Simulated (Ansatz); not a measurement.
**Ionic part of the dielectric constant of KF at 50 GPa, mode by mode**

The calculation used DFT PBEsol, scalar-relativistic, plane waves, PAW (Ansatz 0.2.0). Settings: 420 eV plane-wave cutoff, Γ-centred 8×8×8 mesh, fixed occupations. No spin polarisation. Phonons by linear response, acoustic sum rule imposed.

The structure is cubic, space group Fm-3m (No. 225). Conventional cell: a = 4.540 Å, b = 4.540 Å, c = 4.540 Å, α = 90.00°, β = 90.00°, γ = 90.00°. K (site symmetry m-3m) has 6 F at 2.27 Å as nearest neighbours. Around F (site symmetry m-3m) lie 6 K at 2.27 Å.

Other phases may be more stable at this pressure.

The primitive cell has V = 23.40 Å³ and ε∞,xx = 2.433. Each polar mode adds Δε = (4.92064×10⁷/V)·S/ν² along x, with S its oscillator strength in e²/amu, ν in cm⁻¹ and V in Å³.

Task: From these modes, find each Δε and ε0,xx.
```
ν (cm⁻¹) S_xx (e²/amu)
   440.2         0.1258
```

Result:
| ν (cm⁻¹) | Δε |
| --- | --- |
| 440.2 | 1.36 |

The sum is 1.365, so ε0,xx = 3.80; the run's tensor has 3.80.

Task: Where do the longitudinal modes lie for a wave vector along x?

Result: At 550 cm⁻¹. The Lyddane–Sachs–Teller product Π(ν_LO/ν_TO)² = 1.56 matches ε0/ε∞ = 1.56.

Cost: 1 run of about 0.25 core-minutes, on Arm Neoverse N1 (shared hosts).